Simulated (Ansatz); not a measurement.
Crystal: Hf.

```
Hf
1.0
     4.96233    0.00000    0.00000
    -2.48116    4.29750    0.00000
     0.00000    0.00000    3.08623
Hf
3
Cartesian
  0.0000 0.0000 0.0000
  0.0000 2.8650 1.5431
  2.4812 1.4325 1.5431
```

This isn't the form of Hf at room conditions, which is hcp.

| Property | Result |
| --- | --- |
| Program | Ansatz 0.2.0 |
| Task | relaxation of cell and atoms |
| Functional | PBEsol |
| Potentials or basis | Ansatz PAW |
| Cutoff | 420 eV (not typed: the program's choice for these potentials) |
| k mesh | 6 × 6 × 9 |
| Occupations | fermi-dirac, width 0.05 eV |
| Spin | no spin polarisation |

At the start: volume 21.94 Å³/atom.

Where does the relaxation end?

It ends after 4 steps and the volume is 21.41 Å³/atom (-2.4 %); space group P6/mmm (No. 191, to 0.05 Å).

The path:
```csv
step,energy change (eV),largest force (eV/Å),volume (Å³)
1,0.0000,0.0000,65.82
2,-0.0141,0.0000,64.29
3,-0.0142,0.0000,64.22
4,-0.0138,0.0000,64.22
```

Final structure:
```
CELL_PARAMETERS angstrom
4.91702 0.00000 0.00000
-2.45851 4.25826 0.00000
0.00000 0.00000 3.06704
ATOMIC_POSITIONS crystal
Hf 0.00000 0.00000 0.00000
Hf 0.33333 0.66667 0.50000
Hf 0.66667 0.33333 0.50000
```

Caveat: the plane-wave basis is chosen anew once the cell has moved, so the energies of steps on either side of that aren't comparable; the PAW data sets come from PBE, with cores solved anew for the run's functional, which leaves a small shift of forces and pressure.
